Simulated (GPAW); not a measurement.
# Si/Al(100) in an electric field, part 2 of 2

Aim: the dipole that a field along the normal induces in Si/Al(100).

GPAW 26.7.0; GPAW, PAW setups; slab in vacuum, relaxation (the session's first sound run).

So far, upper work function (eV): step 2 (relaxing the atoms) 4.65; step 3 (plane waves, PBE) 4.65.

## (7) Field on

run.py

```python
import json
import numpy as np
from ase import Atoms
from gpaw import GPAW, PW
from gpaw.external import ConstantElectricField

slab = Atoms(
    ['Al', 'Al', 'Al', 'Al', 'Si'],
    positions=[
        [1.43189, 1.43189, 7.00000],
        [0.00000, 0.00000, 9.02500],
        [1.43189, 1.43189, 11.06958],
        [0.00000, -0.00000, 13.13855],
        [1.43189, 1.43189, 15.03373]],
    cell=[[2.86378, 0.0, 0.0], [0.0, 2.86378, 0.0], [0.0, 0.0, 21.42906]],
    pbc=[True, True, False])

slab.calc = GPAW(mode=PW(400), xc='PBE', kpts={'size': (11, 11, 1), 'gamma': True},
                 occupations={'name': 'fermi-dirac', 'width': 0.1}, nbands='200%',
                 convergence={'density': 1e-05}, maxiter=200,
                 poissonsolver={'dipolelayer': 'xy'},
                 external=ConstantElectricField(0.05, [0, 0, 1]),
                 symmetry={'tolerance': 1e-3}, txt='slab.txt')
result = {}
energy = slab.get_potential_energy()
fermi = slab.calc.get_fermi_level()
v = slab.calc.get_electrostatic_potential().mean((0, 1)) - fermi
n = slab.calc.get_pseudo_density().mean((0, 1))
L = slab.cell[2, 2]
z = np.arange(len(v)) * L / len(v)
low, high = slab.positions[:, 2].min(), slab.positions[:, 2].max()
below, above = np.interp([low - 4.8, high + 4.8], z, v)
slopes = [np.interp(x, z, np.gradient(v, z)) for x in (low - 4.8, high + 4.8)]
eps = np.array([[slab.calc.get_eigenvalues(k, s) for k in range(len(slab.calc.get_ibz_k_points()))]
                for s in range(slab.calc.get_number_of_spins())]) - fermi
top, bottom = eps[eps < 0].max(), eps[eps > 0].min()
dipole = slab.get_dipole_moment()[2]
print(f'energy {energy:.4f} eV, Fermi level {fermi:.4f} eV, dipole {dipole:.5f} e A')
print(f'potential 4.8 A off the faces, from the Fermi level: lower {below:.4f} eV, upper {above:.4f} eV')
print(f'slope of the potential there: lower {slopes[0]:.5f}, upper {slopes[1]:.5f} eV/A')
print(f'nearest levels on the mesh: {top:.4f} and {bottom:.4f} eV')
print('magnetic moment', round(slab.get_magnetic_moment(), 3))
result.update(energy=energy, fermi=fermi, dipole=dipole, below=below, above=above, slopes=slopes, edges=[top, bottom],
              z=z.tolist(), v=v.tolist(), n=n.tolist(), positions=slab.positions.tolist(),
              forces=slab.get_forces(apply_constraint=False).tolist(), moments=slab.get_magnetic_moments().tolist())
json.dump(result, open('result.json', 'w'))
```

Launch:

```sh
$ OMP_NUM_THREADS=1 OPENBLAS_NUM_THREADS=1 python run.py
```

The job ended after 92 s (1 thread of Arm Neoverse N1, shared host; peak memory 0.26 GiB).

The electrostatic potential energy of an electron (without an applied field's), less the Fermi level, planar mean oscillates, so the rows of the table below give means over windows of 2.04 Å about each position, cut where the curve ends. Its maxima inside the range that stand out by 2 % of the span (Å: eV): 8.0: -1.89, 10.1: -1.83, 12.1: -1.76, 14.0: -3.09. Its minima: 7.0: -13.1, 9.0: -13.4, 11.0: -13.4, 13.2: -13.7, 15.0: -15.9.

The electrostatic potential energy of an electron (without an applied field's), less the Fermi level, planar mean by z; means over each step:

```
z (Å)  electrostatic potential energy of an electron (without an applied field's), less the Fermi level, planar mean (eV)
 1.02                                                                                                                4.55
 3.06                                                                                                                4.55
 5.10                                                                                                                3.55
 7.14                                                                                                               -6.62
 9.18                                                                                                               -6.97
11.22                                                                                                               -7.01
13.26                                                                                                               -7.46
15.30                                                                                                               -7.04
17.34                                                                                                                4.09
19.38                                                                                                                4.36
```

## (8) In a field

Edit run.py of step 7 so:

```diff
@@ -21,3 +21,3 @@
                  poissonsolver={'dipolelayer': 'xy'},
-                 external=ConstantElectricField(0.05, [0, 0, 1]),
+                 external=ConstantElectricField(0.1, [0, 0, 1]),
                  symmetry={'tolerance': 1e-3}, txt='slab.txt')
```

It took 1.7 min on 1 thread; peak memory 0.26 GiB.

The dipole is now 0.0341 e Å, against -0.016 in the run without a field.

## (9) In a field

Edit run.py of step 8 so:

```diff
@@ -21,3 +21,3 @@
                  poissonsolver={'dipolelayer': 'xy'},
-                 external=ConstantElectricField(0.1, [0, 0, 1]),
+                 external=ConstantElectricField(0.2, [0, 0, 1]),
                  symmetry={'tolerance': 1e-3}, txt='slab.txt')
```

The job ended after 97 s (1 thread; peak memory 0.26 GiB).

The electrostatic potential energy of an electron (without an applied field's), less the Fermi level, planar mean by z:

```
z (Å)  electrostatic potential energy of an electron (without an applied field's), less the Fermi level, planar mean (eV)
  0.0                                                                                                                4.43
  0.5                                                                                                                5.37
  1.0                                                                                                                5.37
  1.5                                                                                                                5.37
  2.0                                                                                                                5.37
  2.5                                                                                                                5.37
  3.0                                                                                                                5.37
  3.5                                                                                                                5.36
  4.0                                                                                                                5.34
  4.5                                                                                                                5.27
  5.0                                                                                                                5.02
  5.5                                                                                                                4.17
  6.0                                                                                                                1.55
  6.5                                                                                                               -5.28
  7.0                                                                                                               -12.5
  7.5                                                                                                               -5.92
  8.0                                                                                                               -1.52
  8.5                                                                                                               -5.75
  9.0                                                                                                               -13.1
  9.5                                                                                                               -6.81
 10.0                                                                                                               -1.80
 10.5                                                                                                               -5.38
 11.0                                                                                                               -13.2
 11.5                                                                                                               -7.96
 12.0                                                                                                               -2.12
 12.5                                                                                                               -4.86
 13.0                                                                                                               -13.2
 13.5                                                                                                               -9.84
 14.0                                                                                                               -3.73
 14.5                                                                                                               -7.65
 15.0                                                                                                               -16.5
 15.5                                                                                                               -8.21
 16.0                                                                                                             -0.0771
 16.5                                                                                                                2.59
 17.0                                                                                                                3.28
 17.5                                                                                                                3.45
 18.0                                                                                                                3.49
 18.5                                                                                                                3.50
 19.0                                                                                                                3.50
 19.5                                                                                                                3.50
 20.0                                                                                                                3.50
 20.5                                                                                                                3.50
 21.0                                                                                                                3.50
```

The dipole is now 0.0845 e Å, against -0.016 in the run without a field.

## (10) In a field

Edit run.py of step 9 so:

```diff
@@ -21,3 +21,3 @@
                  poissonsolver={'dipolelayer': 'xy'},
-                 external=ConstantElectricField(0.2, [0, 0, 1]),
+                 external=ConstantElectricField(0.3, [0, 0, 1]),
                  symmetry={'tolerance': 1e-3}, txt='slab.txt')
```

Run time: 1.7 min. Hardware: 1 thread; peak memory 0.26 GiB.

The dipole is now 0.135 e Å, against -0.016 in the run without a field.

## (11) The series

The members are put on one axis.

This step: induced dipole against applied field (GPAW 26.7.0).

Table of dipole along the normal by field:

```
field (V/Å)  dipole along the normal (e·Å)
     -0.200                         -0.117
     -0.100                        -0.0666
     -0.050                        -0.0414
      0.000                        -0.0163
      0.050                        0.00894
      0.100                         0.0341
      0.200                         0.0845
      0.300                          0.135
```

## (12) A changed run

One more run, with changed settings.

This step: GPAW, PAW setups; slab in vacuum (GPAW 26.7.0).

Edit run.py of step 10 so:

```diff
@@ -4,3 +4,2 @@
 from gpaw import GPAW, PW
-from gpaw.external import ConstantElectricField
 
@@ -19,5 +18,4 @@
                  occupations={'name': 'fermi-dirac', 'width': 0.1}, nbands='200%',
-                 convergence={'density': 1e-05}, maxiter=200,
+                 convergence={'density': 1e-05}, maxiter=50,
                  poissonsolver={'dipolelayer': 'xy'},
-                 external=ConstantElectricField(0.3, [0, 0, 1]),
                  symmetry={'tolerance': 1e-3}, txt='slab.txt')
@@ -31,4 +29,4 @@
 low, high = slab.positions[:, 2].min(), slab.positions[:, 2].max()
-below, above = np.interp([low - 4.8, high + 4.8], z, v)
-slopes = [np.interp(x, z, np.gradient(v, z)) for x in (low - 4.8, high + 4.8)]
+below, above = np.interp([low - 1.0, high + 1.0], z, v)
+slopes = [np.interp(x, z, np.gradient(v, z)) for x in (low - 1.0, high + 1.0)]
 eps = np.array([[slab.calc.get_eigenvalues(k, s) for k in range(len(slab.calc.get_ibz_k_points()))]
@@ -38,3 +36,3 @@
 print(f'energy {energy:.4f} eV, Fermi level {fermi:.4f} eV, dipole {dipole:.5f} e A')
-print(f'potential 4.8 A off the faces, from the Fermi level: lower {below:.4f} eV, upper {above:.4f} eV')
+print(f'potential 1.0 A off the faces, from the Fermi level: lower {below:.4f} eV, upper {above:.4f} eV')
 print(f'slope of the potential there: lower {slopes[0]:.5f}, upper {slopes[1]:.5f} eV/A')
```

Elapsed: 38 s, on 1 thread; peak memory 0.18 GiB.

The run finished. A setting was moved off its sound value on purpose, so it serves as a test and not as the result.

The fault put into the input: the potential probed 1 A off the face (probe = 1.0).

## (13) Outcome

| Item | Value |
| --- | --- |
| work function, upper and lower face | 4.649 and 4.291 eV |
| dipole along the normal | -0.0163 e Å |
| induced dipole per field | 0.504 e Å per V/Å |
| out-of-plane polarisability per area, α/(ε0 A) | 11.1 Å |

**Reading.** The field induces 0.504 e Å per V/Å, a polarisable thickness α/(ε0 A) of 11.1 Å beside 8.03 Å between the outermost nuclei. A perfect conductor would give the distance between its two image planes; a dielectric of thickness t gives t(1 - 1/ε). The two faces differ by 0.36 eV, the step that the slab's dipole makes (e p/(ε0 A) gives 0.36 eV), so the dipole layer is needed. The induced dipole is linear in the field over this range. The cell of 8.20 Å² holds one Si, started on one chosen site; other sites and coverages weren't tried. The in-plane lattice was kept as typed, which isn't the functional's own and leaves some strain; spin-orbit coupling and temperature are left out.

[Logs are printed without paths, hosts, clocks, repeated set-up lines and the standing remarks that a program may print on its own settings, such as how far it seeks lower states.]

[Hosts, paths, dates, database ids (printed as entryN), source tags and the programs' standing remarks are cut or masked in the printed files.]
